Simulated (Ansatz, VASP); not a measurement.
Two plane-wave programs on Rh

INCAR

```
  ALGO = Normal
  EDIFF = 1E-6
  EDIFFG = -0.05
  ENCUT = 600
  GGA = CA
  IBRION = 2
  ISIF = 3
  ISMEAR = 0
  LASPH = True
  LCHARG = False
  LREAL = False
  LWAVE = False
  NELM = 100
  NSW = 100
  PREC = Accurate
  SIGMA = 0.1
```

The input KPOINTS:

```
k-points
0
Gamma
  9 9 4
```

File POSCAR:

```
Rh
1.0
    2.6923490378      0.0000000000      0.0000000000
   -1.3461745189      2.3316426626      0.0000000000
    0.0000000000      0.0000000000      4.3966059788
Rh
2
Direct
    0.3333333333      0.6666666667      0.2500000000
    0.6666666667      0.3333333333      0.7500000000
```

Input for Ansatz:

```yaml
crystal:
  lattice:
    - [2.6923490378, 0.0, 0.0]
    - [-1.3461745189, 2.3316426626, 0.0]
    - [0.0, 0.0, 4.3966059788]
  atoms:
    - { symbol: Rh, position: [0.3333333333, 0.6666666667, 0.25] }
    - { symbol: Rh, position: [0.6666666667, 0.3333333333, 0.75] }
basis:
  ecutwfc: 420
kpoints:
  mp_grid: { grid: [9, 9, 4] }
hamiltonian:
  xc: lda
scf:
  occupations: { method: gaussian, width: 0.1 }
output:
  forces: true
  stress: true
  eigenvalues: true
relax:
  adjacent_minimum: "off"
  f_tol: 0.05
  max_steps: 80
  cell: { stress_tol: 0.5 }
```

This isn't the form of Rh at room conditions, which is fcc.

Alike in both runs: task relaxation of cell and atoms; functional LDA; k mesh 9 × 9 × 4; occupations gaussian, width 0.1 eV; no spin polarisation.

|  | VASP | Ansatz |
| --- | --- | --- |
| version | VASP 6.6.1 | Ansatz 0.2.0 |
| potentials or method | VASP PAW LDA potentials, release 64 (Rh_pv) | scalar-relativistic, plane waves, PAW |
| plane-wave cutoff (eV) | 600 | 420 |
| valence electrons in the cell | 30 | 34 |

```csv
,VASP,Ansatz,Ansatz less VASP
"gap on the k mesh at the Fermi level, each at its own relaxed structure (eV)",none,none,-
relaxed volume (Å³/atom),13.27,13.24,-0.031
relaxed cell length with the largest relative difference (Å),2.666,2.664,-0.0021
energy change over the relaxation (meV/atom),-19,-22,-2.6
```

A gap of «none» marks a metal or a gap that the smearing closes. The two sets of potentials don't hold the same shells in valence.
